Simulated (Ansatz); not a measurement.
# F-SiSi-F chair monolayer in a perpendicular field

Aim: how the F-SiSi-F chair monolayer screens a field along its normal, and what the field does to its bands. A positive field points along +c.

Calculated with Ansatz 0.2.0; plane-wave DFT, r2SCAN-D4, Ansatz PAW, in the first sound run; inputs show where later runs differ.

Report form: inputs, costs, results and the conclusion, without the logs.

## Step 1: Starting point

The cell holds 4 atoms: 2 F and 2 Si. Cell: a = 3.663 Å, b = 3.663 Å, c = 39.200 Å, α = 90.0°, β = 90.0°, γ = 120.0°. Vacuum lies along c.

## Step 2: Relaxing the slab

The starting cell is a guess, so the in-plane lattice and the atoms are relaxed first, with the slab cut off from its images along the normal.

Contents of input.yaml:

```yaml
crystal:
  lattice:
    - [3.663, 0.0, 0.0]
    - [-1.8315, 3.1722510541, 0.0]
    - [0.0, 0.0, 39.2000000002]
  atoms:
    - { symbol: F, position: [0.6666666667, 0.3333333333, 0.4477040816] }
    - { symbol: Si, position: [0.6666666667, 0.3333333333, 0.4905612245] }
    - { symbol: Si, position: [0.3333333333, 0.6666666667, 0.5094387755] }
    - { symbol: F, position: [0.3333333333, 0.6666666667, 0.5522959184] }
  periodic: [true, true, false]
kpoints:
  mp_grid: { grid: [12, 12, 1] }
hamiltonian:
  xc: r2scan
  dispersion: d4
scf:
  occupations: { method: fermi_dirac, width: 0.05 }
  convergence: { dr2_threshold: 1.0e-09 }
relax:
  f_tol: 0.004
  max_steps: 90
  cell: {}
output:
  write_potential: true
  write_density: true
  volumetric_format: npy
```

Run with:

```bash
$ ansatz run input.yaml --threads 4 --pin off --max-ram 6144MiB --backend cpu --events-out ev --progress --plain --runs-dir out
```

It took 36 s on 4 threads of Intel Xeon Platinum 8488C (Sapphire Rapids), shared host; peak memory 1.9 GiB.

The steps of the relaxation:

| step | energy less that of the first step (eV) | largest force component (eV/Å) | volume (Å³) |
| --- | --- | --- | --- |
| 1 | 0.0000 | 2.5789 | 455.50 |
| 2 | -0.3339 | 1.5873 | 488.63 |
| 3 | -0.4610 | 0.0592 | 516.44 |
| 4 | -0.4619 | 0.0696 | 521.68 |
| 5 | -0.4624 | 0.0328 | 522.81 |
| 6 | -0.4625 | 0.0001 | 522.09 |
| 7* | -0.4646 | 0.0010 | 522.09 |

Relaxation steps marked * repeat the geometry before them on a plane-wave basis chosen anew for their cell, so energy and pressure can jump there.

Forces are held to the 12 operations that the program found; a distortion that breaks them can't arise in this run.

| cell as run | before | after | change |
| --- | --- | --- | --- |
| a (Å) | 3.663 | 3.922 | +7.1 % |
| b (Å) | 3.663 | 3.922 | +7.1 % |

The atoms that moved most (Å, along periodic axes as changes of fractional coordinates times the final cell, across vacuum about the mean position):

| atom | dx | dy | dz | length |
| --- | --- | --- | --- | --- |
| F4 | 0.000 | 0.000 | -0.086 | 0.086 |
| F1 | 0.000 | 0.000 | 0.086 | 0.086 |
| Si2 | 0.000 | 0.000 | 0.014 | 0.014 |
| Si3 | 0.000 | 0.000 | -0.014 | 0.014 |

Final coordinates:

```xyz
4
Lattice="3.9216 0.0000 0.0000 -1.9608 3.3962 0.0000 0.0000 0.0000 39.2000" Properties=species:S:1:pos:R:3
F     1.9608    1.1321   17.6355
Si    1.9608    1.1321   19.2443
Si    0.0000    2.2641   19.9557
F     0.0000    2.2641   21.5645
```

The lattice constant a goes from 3.663 to 3.922 Å.

## Step 3: Atoms held, field 0

A sawtooth potential applies the field, turning back in the middle of the vacuum. With the dipole correction the typed value is the field outside the slab. The induced dipole is small, so the SCF threshold is tight.

The cell differs from the one that the last finished run ended in (c 39.200 → 21.929 Å).

Contents of input.yaml:

```yaml
crystal:
  lattice:
    - [3.9216083349, 0.0, 0.0]
    - [-1.9608041675, 3.3962124418, 0.0]
    - [0.0, 0.0, 21.9289724663]
  atoms:
    - { symbol: F, position: [0.6666666667, 0.3333333333, 0.4104159469] }
    - { symbol: Si, position: [0.6666666667, 0.3333333333, 0.4837813888] }
    - { symbol: Si, position: [0.3333333333, 0.6666666667, 0.5162186112] }
    - { symbol: F, position: [0.3333333333, 0.6666666667, 0.5895840531] }
kpoints:
  mp_grid: { grid: [18, 18, 1] }
  band_path:
    path: [[0, 0, 0], [0.5, 0, 0], [0.33333333, 0.33333333, 0], [0, 0, 0]]
    npoints: 16
hamiltonian:
  xc: r2scan
  dispersion: d4
scf:
  occupations: { method: fermi_dirac, width: 0.02585 }
  convergence: { dr2_threshold: 1.0e-10 }
efield:
  axis: 3
  dipole_correction: true
  ramp_position: 0.97
  ramp_width: 0.06
  amplitude: 0
output:
  dos: { projected: true, e_range: [-6, 5] }
  bader: true
  write_potential: true
  write_density: true
  volumetric_format: npy
  elf: true
```

Wall time 25 s (4 threads); peak memory 1.1 GiB.

This step gave:

| Property | Result |
| --- | --- |
| dipole along the normal | 2.80e-7 e·Å |
| gap along the path | 0.8155 eV |
| smallest direct gap along the path | 0.8155 eV |
| ionisation energy, upper face | 6.498 eV |
| electron affinity, upper face | 5.683 eV |
| gap, the smaller of path and mesh | 0.8155 eV |

Running mean over a fixed 2.6 Å (it still follows the layers) of the planar mean; the ramp of the sawtooth is left out. Table of electron's electrostatic potential energy less the Fermi level by z:

| z (Å) | electron's electrostatic potential energy less the Fermi level (eV) |
| --- | --- |
| 3 | 6.08 |
| 4 | 6.08 |
| 5 | 6.08 |
| 6 | 6.08 |
| 7 | 6.02 |
| 8 | 4.40 |
| 9 | 1.59 |
| 10 | -4.32 |
| 11 | -6.22 |
| 12 | -3.96 |
| 13 | 1.93 |
| 14 | 4.55 |
| 15 | 6.03 |
| 16 | 6.08 |
| 17 | 6.08 |
| 18 | 6.08 |
| 19 | 6.08 |

The density of states has structure finer than the step of the table below, so its rows give means over 0.2 eV. Peaks (eV: height): -4.70: 3.79, 1.55: 2.05.

Table of density of states by energy, zero at the Fermi level of the run, which the smearing sets inside the gap; means over each step:

energy (eV), density of states (states/eV a cell) and a bar:
```
     -5.8        3.2 ############################
     -5.6        3.4 ##############################
     -5.4        1.6 ##############
     -5.2        0.5 ####
     -5.0        0.2 #
     -4.8        1.4 ############
     -4.6        1.8 ################
     -4.4        1.0 #########
     -4.2        0.8 #######
     -4.0        0.7 ######
     -3.8        0.6 #####
     -3.6        0.5 ####
     -3.4        0.4 ####
     -3.2        0.5 ####
     -3.0        0.9 ########
     -2.8        0.9 ########
     -2.6        1.0 ########
     -2.4        1.0 ########
     -2.2        1.0 #########
     -2.0        1.1 ##########
     -1.8        1.4 ############
     -1.6        1.5 #############
     -1.4        1.0 #########
     -1.2        0.8 #######
     -1.0        0.7 ######
     -0.8        0.6 #####
     -0.6        0.5 ####
     -0.4        0.1 #
     -0.2        0.0 
      0.0        0.0 
      0.2        0.0 
      0.4        0.0 
      0.6        0.2 ##
      0.8        0.3 ###
      1.0        0.4 ####
      1.2        0.6 #####
      1.4        0.8 #######
      1.6        1.9 ################
      1.8        1.0 #########
      2.0        0.8 #######
      2.2        0.7 ######
```

Projected DOS per atom over height of the atomic layer and energy from the Fermi level. Layers: F Si Si F from below.

Values in states/eV, 22 rows by 4 columns, each cell a mean:
```
0.03 0.27 0.27 0.03
0.04 0.46 0.46 0.04
0.04 0.42 0.42 0.04
0.03 0.19 0.19 0.03
0.01 0.10 0.10 0.01
0.00 0.00 0.00 0.00
0.00 0.00 0.00 0.00
0.01 0.12 0.12 0.01
0.03 0.25 0.25 0.03
0.05 0.35 0.35 0.05
0.11 0.58 0.58 0.11
0.10 0.44 0.44 0.10
0.10 0.37 0.37 0.10
0.11 0.34 0.34 0.11
0.09 0.22 0.22 0.09
0.07 0.15 0.15 0.07
0.12 0.18 0.18 0.12
0.21 0.23 0.23 0.21
0.45 0.32 0.32 0.45
0.09 0.05 0.05 0.09
0.80 0.22 0.22 0.80
1.79 0.18 0.18 1.79
```
Columns: height of the atomic layer (Å) from 9 to 12.9 (not evenly spaced); rows upwards: energy from the Fermi level (eV) from -5.96 to 2.32.

Electronic bands along the path, in eV, zero at the Fermi level of the run, which the smearing sets inside the gap:

| point | band 8 | band 9 | band 10 | band 11 | band 12 | band 13 | band 14 | band 15 |
| --- | --- | --- | --- | --- | --- | --- | --- | --- |
| Γ | -5.98 | -5.98 | -0.42 | -0.42 | 0.40 | 3.55 | 3.55 | 4.15 |
| halfway | -6.00 | -5.85 | -3.04 | -1.18 | 1.39 | 2.90 | 5.81 | 6.56 |
| M | -6.03 | -5.56 | -4.71 | -1.66 | 1.47 | 3.98 | 4.66 | 8.53 |
| halfway | -6.12 | -5.41 | -4.75 | -2.58 | 2.95 | 4.44 | 4.75 | 7.17 |
| K | -6.18 | -5.06 | -5.06 | -3.17 | 4.42 | 4.42 | 6.18 | 6.19 |
| halfway | -6.04 | -5.78 | -3.31 | -1.82 | 1.88 | 3.86 | 4.73 | 6.86 |
| Γ | -5.98 | -5.98 | -0.42 | -0.42 | 0.40 | 3.55 | 3.55 | 4.15 |

ELF in the ca plane at fractional y = 0.333, with atoms of F and Si within 0.2 Å of it. It is the smooth field of the valence electrons, not physical close to the nuclei.

Values, 6 rows by 16 columns, each cell a mean:
```
0.00 0.00 0.00 0.00 0.00 0.02 0.37 0.55 0.43 0.83 0.20 0.04 0.01 0.00 0.00 0.00
0.00 0.00 0.00 0.00 0.00 0.04 0.61 0.71 0.38 0.42 0.15 0.00 0.00 0.00 0.00 0.00
0.00 0.00 0.00 0.00 0.00 0.04 0.57 0.74 0.37 0.56 0.17 0.00 0.00 0.00 0.00 0.00
0.00 0.00 0.00 0.00 0.00 0.01 0.25 0.36 0.45 0.85 0.19 0.10 0.03 0.00 0.00 0.00
0.00 0.00 0.00 0.00 0.00 0.00 0.01 0.02 0.34 0.65 0.17 0.34 0.08 0.00 0.00 0.00
0.00 0.00 0.00 0.00 0.00 0.00 0.04 0.05 0.39 0.73 0.17 0.28 0.06 0.00 0.00 0.00
```
Columns run along c (16.0 Å, from fractional 0.08 to 0.81 of the cell), rows up along a (3.9 Å). Atoms in or near the plane, at fractional coordinates: F at (0.41, 0.67), Si at (0.48, 0.67).

Electrostatic potential energy in the ca plane at fractional y = 0.333, with atoms of F and Si within 0.2 Å of it. With pseudopotentials it is smooth inside the atoms' cores, unlike the true potential.

Values in eV, 6 rows by 16 columns, each cell a mean:
```
  2   2   2   2   2   2   2  -4 -14 -12  -1   1   2   2   2   2
  2   2   2   2   2   2  -8 -36 -34 -30  -3   1   2   2   2   2
  2   2   2   2   2   2  -4 -28 -31 -27  -2   1   2   2   2   2
  2   2   2   2   2   2   2   0  -7  -7  -2   1   2   2   2   2
  2   2   2   2   2   2   2   1  -2  -6  -3   1   2   2   2   2
  2   2   2   2   2   2   2   1  -2  -5  -2   1   2   2   2   2
```
Columns run along c (16.0 Å, from fractional 0.08 to 0.81 of the cell; values clipped at the 3rd and 97th percentile), rows up along a (3.9 Å). Atoms in or near the plane, at fractional coordinates: F at (0.41, 0.67), Si at (0.48, 0.67).

Valence density in the ca plane at fractional y = 0.333, with atoms of F and Si within 0.2 Å of it. It is the smooth field of the valence electrons, not physical close to the nuclei.

Ten steps, logarithmic in the rise over the least value, from '0' (0.00 × 1e0 e/Å³) to '9' (9.78 × 1e0 e/Å³), each cell a mean:
```
00000000000000000012222233321000000000000000
00000000000000000136653333321000000000000000
00000000000000000269974212321000000000000000
00000000000000000269975212221000000000000000
00000000000000000146753333321000000000000000
00000000000000000012322233321000000000000000
00000000000000000000001223221110000000000000
00000000000000000000000122221111000000000000
00000000000000000000000122221111000000000000
00000000000000000000001123221110000000000000
```
Columns run along c (16.0 Å, from fractional 0.08 to 0.81 of the cell), rows up along a (3.9 Å). Atoms in or near the plane, at fractional coordinates: F at (0.41, 0.67), Si at (0.48, 0.67).

The gap is 0.82 eV, with the valence edge 6.50 eV and the conduction edge 5.68 eV under the upper vacuum level.

## Step 4: Atoms held, field 0.1 V/Å

Changes to input.yaml since step 3:

```diff
@@ -26,6 +26,4 @@
   ramp_width: 0.06
-  amplitude: 0
+  amplitude: 0.1
 output:
-  dos: { projected: true, e_range: [-6, 5] }
-  bader: true
   write_potential: true
@@ -33,2 +31 @@
   volumetric_format: npy
-  elf: true
```

Run time: 10 s. Hardware: 4 threads; peak memory 1.1 GiB.

The dipole is 0.0235 e·Å, and the gap 0.815 eV.

## Step 5: Atoms held, field -0.1 V/Å

Changes to input.yaml since step 4:

```diff
@@ -26,3 +26,3 @@
   ramp_width: 0.06
-  amplitude: 0.1
+  amplitude: -0.1
 output:
```

Run time: 10 s. Hardware: 4 threads; peak memory 1.1 GiB; 39 s of CPU time.

The dipole is -0.0235 e·Å, and the gap 0.815 eV.

## Step 6: Single point, field 0.2 V/Å

Changes to input.yaml since step 5:

```diff
@@ -26,3 +26,3 @@
   ramp_width: 0.06
-  amplitude: -0.1
+  amplitude: 0.2
 output:
```

Run time: 10 s. Hardware: 4 threads; peak memory 1.1 GiB.

The dipole is 0.0470 e·Å, and the gap 0.815 eV.

## Step 7: Single point, field -0.2 V/Å

Changes to input.yaml since step 6:

```diff
@@ -26,3 +26,3 @@
   ramp_width: 0.06
-  amplitude: 0.2
+  amplitude: -0.2
 output:
```

Elapsed: 10 s, on 4 threads; peak memory 1.1 GiB; 40 s of CPU time.

The dipole is -0.0470 e·Å, and the gap 0.815 eV.

## Step 8: Atoms held, field 0.35 V/Å

Changes to input.yaml since step 7:

```diff
@@ -26,4 +26,6 @@
   ramp_width: 0.06
-  amplitude: -0.2
+  amplitude: 0.35
 output:
+  dos: { projected: true, e_range: [-6, 5] }
+  bader: true
   write_potential: true
@@ -31 +33,2 @@
   volumetric_format: npy
+  elf: true
```

The job ended after 26 s (4 threads; peak memory 1.1 GiB).

The dipole is 0.0823 e·Å, and the gap 0.813 eV.

## Step 9: Response, atoms held

This step: plane-wave DFT, r2SCAN-D4, Ansatz PAW; response to a field along the normal, atoms held (Ansatz 0.2.0).

The dipoles give the slope, and the difference of two potentials shows where the field is screened.

This step gave:

```
equivalent conductor thickness p/(ε₀AE) : 3.193 Å
distance between the outer atoms        : 3.929 Å
```

Table of dipole of the cell by applied field:

| applied field (V/Å) | dipole of the cell (e·Å) |
| --- | --- |
| -0.200 | -0.0470 |
| -0.100 | -0.0235 |
| 0.000 | 2.8e-7 |
| 0.100 | 0.0235 |
| 0.200 | 0.0470 |
| 0.350 | 0.0823 |

Local field over the applied field, running mean. From the potentials at -0.1 and 0.1 V/Å; running mean over 2.5 Å. Local field over applied field against z:

| z (Å) | local field over applied field |
| --- | --- |
| 4.5 | 1.000 |
| 5.0 | 1.000 |
| 5.5 | 1.000 |
| 6.0 | 0.999 |
| 6.5 | 0.994 |
| 7.0 | 0.975 |
| 7.5 | 0.918 |
| 8.0 | 0.829 |
| 8.5 | 0.726 |
| 9.0 | 0.619 |
| 9.5 | 0.474 |
| 10.0 | 0.327 |
| 10.5 | 0.263 |
| 11.0 | 0.258 |
| 11.5 | 0.266 |
| 12.0 | 0.345 |
| 12.5 | 0.497 |
| 13.0 | 0.636 |
| 13.5 | 0.741 |
| 14.0 | 0.843 |
| 14.5 | 0.929 |
| 15.0 | 0.979 |
| 15.5 | 0.995 |
| 16.0 | 0.999 |
| 16.5 | 1.000 |
| 17.0 | 1.000 |
| 17.5 | 1.000 |

Electrons, planar mean, per unit field. The induced electron density by z:

| z (Å) | induced electron density (e/Å³ per V/Å) |
| --- | --- |
| 5.0 | 9.9e-8 |
| 5.5 | 5.3e-7 |
| 6.0 | 2.8e-6 |
| 6.5 | 1.5e-5 |
| 7.0 | 7.4e-5 |
| 7.5 | 3.5e-4 |
| 8.0 | 0.00135 |
| 8.5 | 0.00270 |
| 9.0 | 0.00106 |
| 9.5 | -7.8e-5 |
| 10.0 | 0.00130 |
| 10.5 | 0.00425 |
| 11.0 | -4.8e-4 |
| 11.5 | -0.00428 |
| 12.0 | -7.8e-4 |
| 12.5 | -2.6e-4 |
| 13.0 | -0.00101 |
| 13.5 | -0.00262 |
| 14.0 | -0.00114 |
| 14.5 | -2.9e-4 |
| 15.0 | -6.0e-5 |
| 15.5 | -1.1e-5 |
| 16.0 | -2.2e-6 |
| 16.5 | -4.1e-7 |

The smaller of the gaps on the path and on the k-mesh, counted as 0 under 0.03 eV. Gap against applied field:

| applied field (V/Å) | gap (eV) |
| --- | --- |
| -0.200 | 0.815 |
| -0.100 | 0.815 |
| 0.000 | 0.816 |
| 0.100 | 0.815 |
| 0.200 | 0.815 |
| 0.350 | 0.813 |

By hand: between -0.1 and 0.1 V/Å the dipole changes by 0.04700 e·Å, a slope of 0.2350 e·Å²/V. A perfect conductor of thickness t has p = ε₀AEt, so t = 180.95 × 0.2350 / 13.319 = 3.19 Å (e/ε₀ = 180.95 V·Å, A in Å²).

The induced dipole is that of a conductor 3.19 Å thick.

## Step 10: Same geometry, cutoff 420 eV, functional LDA

This step: plane-wave DFT, LDA, Ansatz PAW (Ansatz 0.2.0).

The geometry is kept and the functional is LDA; other changes against the main runs: SCF threshold 1.0e-10 → 1.0e-09 eV, cutoff 500 → 420, k-mesh 18×18×1 → 6×6×1 and no dispersion term, which doesn't act on the electrons.

Contents of input.yaml:

```yaml
crystal:
  lattice:
    - [3.9216083349, 0.0, 0.0]
    - [-1.9608041675, 3.3962124418, 0.0]
    - [0.0, 0.0, 21.9289724663]
  atoms:
    - { symbol: F, position: [0.6666666667, 0.3333333333, 0.4104159469] }
    - { symbol: Si, position: [0.6666666667, 0.3333333333, 0.4837813888] }
    - { symbol: Si, position: [0.3333333333, 0.6666666667, 0.5162186112] }
    - { symbol: F, position: [0.3333333333, 0.6666666667, 0.5895840531] }
kpoints:
  mp_grid: { grid: [6, 6, 1] }
hamiltonian:
  xc: lda
scf:
  occupations: { method: fermi_dirac, width: 0.02585 }
  convergence: { dr2_threshold: 1.0e-09 }
efield:
  axis: 3
  dipole_correction: true
  ramp_position: 0.97
  ramp_width: 0.06
  amplitude: 0.1
output:
  write_potential: true
  write_density: true
  volumetric_format: npy
```

Wall time 0.97 s (4 threads); peak memory 0.5 GiB.

Read from the output:

* dipole along the normal: 0.02412 e·Å

The dipole is 0.0241 e·Å.

## Step 11: Same geometry, cutoff 420 eV, functional LDA (run 2)

The same run in the opposite field.

Changes to input.yaml since step 10:

```diff
@@ -22,3 +22,3 @@
   ramp_width: 0.06
-  amplitude: 0.1
+  amplitude: -0.1
 output:
```

The job ended after 0.95 s (4 threads; peak memory 0.5 GiB).

The dipole is -0.0241 e·Å.

## Step 12: Response at this level

This step: plane-wave DFT, LDA, Ansatz PAW; response to a field along the normal, atoms held (Ansatz 0.2.0).

The two signs of the field give the slope at this level.

This step gave:

- equivalent conductor thickness p/(ε₀AE): 3.276 Å

The induced dipole is that of a conductor 3.28 Å thick.

## Step 13: Same geometry, cutoff 420 eV, functional PBE

This step: plane-wave DFT, PBE, Ansatz PAW (Ansatz 0.2.0).

The geometry is kept and the functional is PBE; other changes against the main runs: SCF threshold 1.0e-10 → 1.0e-09 eV, cutoff 500 → 420, k-mesh 18×18×1 → 6×6×1 and no dispersion term, which doesn't act on the electrons.

Changes to input.yaml since step 11:

```diff
@@ -13,3 +13,3 @@
 hamiltonian:
-  xc: lda
+  xc: pbe
 scf:
@@ -22,3 +22,3 @@
   ramp_width: 0.06
-  amplitude: -0.1
+  amplitude: 0.1
 output:
```

The job ended after 0.96 s (4 threads; peak memory 0.51 GiB; 3.3 s of CPU time).

The dipole is 0.0241 e·Å.

## Step 14: Same geometry, cutoff 420 eV, functional PBE (run 2)

Changes to input.yaml since step 13:

```diff
@@ -22,3 +22,3 @@
   ramp_width: 0.06
-  amplitude: 0.1
+  amplitude: -0.1
 output:
```

Run time: 0.97 s. Hardware: 4 threads; peak memory 0.51 GiB; 3.3 s of CPU time.

The dipole is -0.0241 e·Å.

## Step 15: Response at this level

This step: plane-wave DFT, PBE, Ansatz PAW; response to a field along the normal, atoms held (Ansatz 0.2.0).

The induced dipole is that of a conductor 3.27 Å thick.

## Step 16: Same geometry, cutoff 500 eV, functional r2SCAN

This step: plane-wave DFT, r2SCAN, Ansatz PAW (Ansatz 0.2.0).

The geometry is kept and the functional is r2SCAN; other changes against the main runs: SCF threshold 1.0e-10 → 1.0e-09 eV, k-mesh 18×18×1 → 6×6×1 and no dispersion term, which doesn't act on the electrons.

Changes to input.yaml since step 14:

```diff
@@ -13,3 +13,3 @@
 hamiltonian:
-  xc: pbe
+  xc: r2scan
 scf:
@@ -22,3 +22,3 @@
   ramp_width: 0.06
-  amplitude: -0.1
+  amplitude: 0.1
 output:
```

The job ended after 2.6 s (4 threads; peak memory 0.97 GiB).

The dipole is 0.0235 e·Å.

## Step 17: Same geometry, cutoff 500 eV, functional r2SCAN (run 2)

Changes to input.yaml since step 16:

```diff
@@ -22,3 +22,3 @@
   ramp_width: 0.06
-  amplitude: 0.1
+  amplitude: -0.1
 output:
```

Wall time 2.6 s (4 threads); peak memory 0.97 GiB; 9.8 s of CPU time.

The dipole is -0.0235 e·Å.

## Step 18: Response at this level

This step: plane-wave DFT, r2SCAN, Ansatz PAW; response to a field along the normal, atoms held (Ansatz 0.2.0).

The induced dipole is that of a conductor 3.19 Å thick.

(Part 1 of 2 ends here.)

[Long decimals in the printed logs are rounded to 6 places.]

[Logs are printed without paths, hosts, clocks, repeated set-up lines and the standing remarks that a program may print on its own settings, such as how far it seeks lower states.]

[Hosts, paths, dates, database ids (printed as entryN), source tags and the programs' standing remarks are cut or masked in the printed files.]

[Maps of the electrostatic potential energy from Ansatz leave out the sawtooth potential of an applied field or a dipole correction, so their vacuum need not be flat; planar profiles and work functions include it.]
